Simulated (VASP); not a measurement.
# CoO (Pm-3m) in VASP: notebook, part 2 of 2

VASP 6.6.1. The steps go on from the part before.

## Step 4: Relaxation of cell and atoms, r2SCAN+D3(BJ), collinear spin, ferromagnetic start

INCAR reads:

```
ALGO = Normal
EDIFF = 1E-6
EDIFFG = -0.01
ENCUT = 600
IBRION = 2
ISIF = 3
ISMEAR = 0
ISPIN = 2
IVDW = 12
LASPH = T
LCHARG = F
LMAXMIX = 4
LMIXTAU = T
LORBIT = 11
LREAL = F
LWAVE = F
MAGMOM = 2 0
METAGGA = R2SCAN
NELM = 100
NSW = 40
PREC = Accurate
SIGMA = 0.05
VDW_A1 = 0.49484001
VDW_A2 = 5.73083694
VDW_S6 = 1.0
VDW_S8 = 0.78981345
```

KPOINTS reads:

```
k-points
0
Gamma
  10 10 10
```

POSCAR reads:

```
CoO
1.0
    2.5705263100      0.0000000000      0.0000000000
    0.0000000000      2.5705263100      0.0000000000
    0.0000000000      0.0000000000      2.5705263100
Co O
1 1
Direct
    0.0000000000      0.0000000000      0.0000000000
    0.5000000000      0.5000000000      0.5000000000
```

Run with:

```bash
$ cat potpaw_PBE.64/Co/POTCAR potpaw_PBE.64/O/POTCAR > POTCAR
$ mpirun -np 1 vasp_std > vasp.out
```

Wall time 2.5 min (1 thread of Intel Xeon Platinum 8488C (Sapphire Rapids), shared host); peak memory 0.19 GiB.

It converged, with:

* Free energy: -20.7382 eV
* Relaxed volume: 8.83 Å³/atom
* Relaxed cell: a = 2.604 Å, b = 2.604 Å, c = 2.604 Å, α = 90.00°, β = 90.00°, γ = 90.00°
* Space group after relaxing (to 0.05 Å): Pm-3m (No. 221)
* Energy gained by relaxing: 9.2 meV/atom
* Ionic steps: 3
* Pressure after relaxing: 0.1 GPa
* Band gap on the k mesh: 0.69 eV, indirect (least direct gap 0.73 eV)
* Net moment: 3.00 μB per cell
* Site moments: Co +2.63; O +0.34 μB
* Valence electrons inside the program's atomic spheres: Co 7.76; O 5.01
* Dispersion energy per atom: -0.115 eV

Step by step:
```
step  energy change (eV)  largest force (eV/Å)  pressure (GPa)  volume (Å³)
   1              0.0000                0.0000            8.99        16.99
   2             -0.0079                0.0000           -6.02        18.18
   3             -0.0184                0.0000            0.13        17.65
```

Final structure:
```yaml
crystal:
  lattice:
    - [2.60387, 0.00000, 0.00000]
    - [0.00000, 2.60387, 0.00000]
    - [0.00000, 0.00000, 2.60387]
  atoms:
    - { symbol: Co, position: [0.00000, 0.00000, 0.00000] }
    - { symbol: O, position: [0.50000, 0.50000, 0.50000] }
```

Levels at points of the mesh, in eV from the valence-band top:
Spin up:
| k point | band 7 | band 8 | band 9 | band 10 | band 11 | band 12 |
| --- | --- | --- | --- | --- | --- | --- |
| (0.00, 0.00, 0.00) | -2.77 | -2.77 | -2.77 | 1.24 | 16.26 | 16.26 |
| (0.50, 0.00, 0.00) | -1.77 | -0.57 | -0.57 | 6.91 | 8.85 | 17.35 |
| (0.50, 0.50, 0.00) | -3.99 | -1.79 | -1.79 | 6.11 | 12.16 | 12.16 |
| (0.50, 0.50, 0.50) | -0.85 | -0.85 | -0.85 | 7.39 | 7.39 | 7.39 |
Spin down:
```
           k point  band 4  band 5  band 6  band 7  band 8  band 9
(0.00, 0.00, 0.00)   -1.92   -1.92   -1.92    1.70    1.70    1.70
(0.50, 0.00, 0.00)   -2.63   -2.63   -0.13    1.81    2.82    2.82
(0.50, 0.50, 0.00)   -2.70   -0.89   -0.04    0.69    0.91    0.91
(0.50, 0.50, 0.50)   -6.06   -0.01    0.00    3.17    3.17    3.18
```

Caveat: the PAW data sets were made with another functional, which shifts forces and pressure a little; a cell with one magnetic atom can't hold antiferromagnetic order, which such compounds often take.

## Step 5: Relaxation of the atoms, r2SCAN, collinear spin, ferromagnetic start (atoms moved at random, drawn with an rms of 0.1 Å)

INCAR reads:

```
SYSTEM = CoO
  ALGO = Normal
  EDIFF = 1E-6
  EDIFFG = -0.005
  ENCUT = 520
  IBRION = 2
  ISIF = 2
  ISMEAR = 0
  ISPIN = 2
  LASPH = .TRUE.
  LCHARG = .FALSE.
  LMAXMIX = 4
  LMIXTAU = .TRUE.
  LORBIT = 11
  LREAL = .FALSE.
  LWAVE = .FALSE.
  MAGMOM = 2 0
  METAGGA = R2SCAN
  NELM = 120
  NSW = 60
  PREC = Accurate
  SIGMA = 0.05
```

KPOINTS reads:

```
k-points
0
G
  7 7 7
  0 0 0
```

POSCAR reads:

```
CoO
1.0
    2.5705263100      0.0000000000      0.0000000000
    0.0000000000      2.5705263100      0.0000000000
    0.0000000000      0.0000000000      2.5705263100
Co O
1 1
Direct
    0.0086030000     -0.0079600000     -0.0018710000
    0.5133460000      0.4939110000      0.4995950000
```

Run with:

```bash
$ cat potpaw_PBE.64/Co/POTCAR potpaw_PBE.64/O/POTCAR > POTCAR
$ mpirun -np 1 vasp_std > vasp.out
```

Wall time 9 min (1 thread of Intel Xeon Platinum 8488C (Sapphire Rapids), shared host); peak memory 0.18 GiB.

It converged, with:

* Free energy: -20.4761 eV
* Energy gained by relaxing: 0.1 meV/atom
* Ionic steps: 5
* Pressure after relaxing: 11.8 GPa
* Band gap on the k mesh: 0.85 eV, direct
* Net moment: 3.00 μB per cell
* Site moments: Co +2.62; O +0.35 μB
* Valence electrons inside the program's atomic spheres: Co 7.83; O 5.03

The path:
| step | energy change (eV) | largest force (eV/Å) | pressure (GPa) |
| --- | --- | --- | --- |
| 1 | 0.0000 | 0.0203 | 11.66 |
| 2 | 0.0000 | 0.0177 | 11.86 |
| 3 | -0.0001 | 0.0090 | 11.81 |
| 4 | -0.0001 | 0.0082 | 11.81 |
| 5 | -0.0001 | 0.0015 | 11.83 |

Final structure:
```
Co O
1.0
     2.57053    0.00000    0.00000
     0.00000    2.57053    0.00000
     0.00000    0.00000    2.57053
Co O
1 1
Cartesian
  0.0273 2.5541 2.5681
  1.3144 1.2656 1.2818
```

Levels at points of the mesh, in eV from the valence-band top:
Spin up:
| k point | band 6 | band 7 | band 8 | band 9 | band 10 | band 11 | band 12 |
| --- | --- | --- | --- | --- | --- | --- | --- |
| (0.00, 0.00, 0.00) | -3.47 | -2.87 | -2.87 | -2.87 | 1.57 | 16.56 | 16.56 |
Spin down:
```csv
k point,band 3,band 4,band 5,band 6,band 7,band 8,band 9,band 10
"(0.00, 0.00, 0.00)",-3.27,-2.01,-2.00,-2.00,1.76,1.76,1.76,2.47
```

Caveat: the PAW data sets were made with another functional, which shifts forces and pressure a little; an odd mesh through Γ misses points on the zone boundary, where band edges often lie; a cell with one magnetic atom can't hold antiferromagnetic order, which such compounds often take.

## Step 6: Single point, r2SCAN, collinear spin, ferromagnetic start

INCAR reads:

```
ALGO     = Normal         # electronic algorithm
EDIFF    = 1E-6           # SCF threshold, eV
ENCUT    = 520            # plane-wave cutoff, eV
ISIF     = 2              # what is computed and relaxed
ISMEAR   = -1             # smearing method
ISPIN    = 2              # spin polarisation
LASPH    = T              # aspherical terms in the spheres
LCHARG   = T              # write CHGCAR
LELF     = T              # ELF
LMAXMIX  = 4              # l up to which the mixer works
LMIXTAU  = T            
LORBIT   = 11             # projections on sites
LREAL    = F              # projectors in reciprocal space
LVHAR    = T            
LWAVE    = F              # write WAVECAR
MAGMOM   = 2 0            # initial moments
METAGGA  = R2SCAN         # meta-GGA
NELM     = 150            # most SCF steps
PREC     = Accurate       # precision mode
SIGMA    = 0.05           # smearing width, eV
```

KPOINTS reads:

```
k-points
0
Gamma
  10 10 10
```

POSCAR reads:

```
CoO
1.0
    2.5705263100      0.0000000000      0.0000000000
    0.0000000000      2.5705263100      0.0000000000
    0.0000000000      0.0000000000      2.5705263100
Co O
1 1
Direct
    0.0000000000      0.0000000000      0.0000000000
    0.5000000000      0.5000000000      0.5000000000
```

Potentials or basis: VASP PAW PBE potentials, release 64 (Co, O).

Run with:

```bash
$ cat potpaw_PBE.64/Co/POTCAR potpaw_PBE.64/O/POTCAR > POTCAR
$ mpirun -np 1 vasp_std > vasp.out
```

Wall time 65 s (1 thread of Intel Xeon Platinum 8488C (Sapphire Rapids), shared host); peak memory 0.15 GiB.

It converged, with:

```
Free energy                                           : -20.4769 eV
Pressure                                              : 11.6 GPa
Band gap on the k mesh                                : 0.62 eV, indirect (least direct gap 0.66 eV)
Net moment                                            : 3.00 μB per cell
Site moments                                          : Co +2.62; O +0.35 μB
Valence electrons inside the program's atomic spheres : Co 7.83; O 5.03
```

Levels at points of the mesh, in eV from the valence-band top:
Spin up:
| k point | band 5 | band 6 | band 7 | band 8 | band 9 | band 10 | band 11 | band 12 |
| --- | --- | --- | --- | --- | --- | --- | --- | --- |
| (0.00, 0.00, 0.00) | -3.59 | -3.59 | -2.99 | -2.99 | -2.99 | 1.45 | 16.44 | 16.44 |
| (0.50, 0.00, 0.00) | -4.33 | -3.51 | -1.80 | -0.61 | -0.61 | 7.12 | 9.18 | 17.36 |
| (0.50, 0.50, 0.00) | -4.16 | -4.16 | -4.11 | -1.97 | -1.81 | 6.29 | 12.46 | 12.46 |
| (0.50, 0.50, 0.50) | -1.77 | -1.77 | -0.84 | -0.84 | -0.84 | 7.42 | 7.42 | 7.42 |
Spin down:
```
           k point  band 3  band 4  band 5  band 6  band 7  band 8  band 9  band 10
(0.00, 0.00, 0.00)   -3.39   -2.13   -2.13   -2.13    1.64    1.64    1.64     2.35
(0.50, 0.00, 0.00)   -2.97   -2.89   -2.89   -0.15    1.76    2.83    2.83     7.73
(0.50, 0.50, 0.00)   -6.14   -2.88   -1.05   -0.04    0.62    0.80    0.80     7.48
(0.50, 0.50, 0.50)   -6.48   -6.48   -0.01    0.00    3.21    3.21    3.21     7.82
```

Caveat: the PAW data sets were made with another functional, which shifts forces and pressure a little; a cell with one magnetic atom can't hold antiferromagnetic order, which such compounds often take.

## Step 7: For comparison

An earlier run on the cell as given: functional PBE; potentials or basis VASP PAW PBE potentials, release 64 (Co, O); cutoff 520 eV; k mesh 10 × 10 × 10; occupations fermi-dirac, width 0.05 eV; collinear spin, ferromagnetic start; starting moments [2.0, 0.0] μB.

* Pressure: 11.1 GPa
* Band gap on the k mesh: none (metal or under the smearing width)
* Net moment: 3.00 μB per cell
* Site moments: Co +2.49; O +0.45 μB
* Valence electrons inside the program's atomic spheres: Co 7.89; O 4.96

## Step 8: The runs side by side

| task | level | cell | k mesh | cutoff (eV) | smearing | gap on the mesh (eV) | pressure (GPa) | moment (μB) | relaxed volume (Å³/atom) |
| --- | --- | --- | --- | --- | --- | --- | --- | --- | --- |
| relaxation of cell and atoms | r2SCAN | relaxed | 10 × 10 × 10 | 600 | gaussian 0.05 eV | 0.71 | 0.0 | 3.00 | 8.91 |
| relaxation of cell and atoms | rSCAN | relaxed | 10 × 10 × 10 | 600 | gaussian 0.05 eV | 0.61 | 0.0 | 3.00 | 8.86 |
| relaxation of cell and atoms | r2SCAN+D3(BJ) | relaxed | 10 × 10 × 10 | 600 | gaussian 0.05 eV | 0.69 | 0.1 | 3.00 | 8.83 |
| relaxation of the atoms | r2SCAN | atoms relaxed from: atoms moved at random, drawn with an rms of 0.1 Å | 7 × 7 × 7 | 520 | gaussian 0.05 eV | 0.85 | 11.8 | 3.00 | - |
| single point | r2SCAN | as given | 10 × 10 × 10 | 520 | fermi-dirac 0.05 eV | 0.62 | 11.6 | 3.00 | - |
| single point | PBE | as given | 10 × 10 × 10 | 520 | fermi-dirac 0.05 eV | none | 11.1 | 3.00 | - |

Alike in all rows: potentials or basis VASP PAW PBE potentials, release 64 (Co, O); spin collinear, ferromagnetic start.

Caveats: a cell with one magnetic atom can't hold antiferromagnetic order, which such compounds often take; the PAW data sets were made with another functional, which shifts forces and pressure a little (some runs); an odd mesh through Γ misses points on the zone boundary, where band edges often lie (some runs); semilocal functionals often make such compounds metallic where correlation or magnetic order opens a gap, which also shifts bond lengths (some runs).

Total energies depend on the potentials used, so only differences within one code and one set of settings carry meaning.
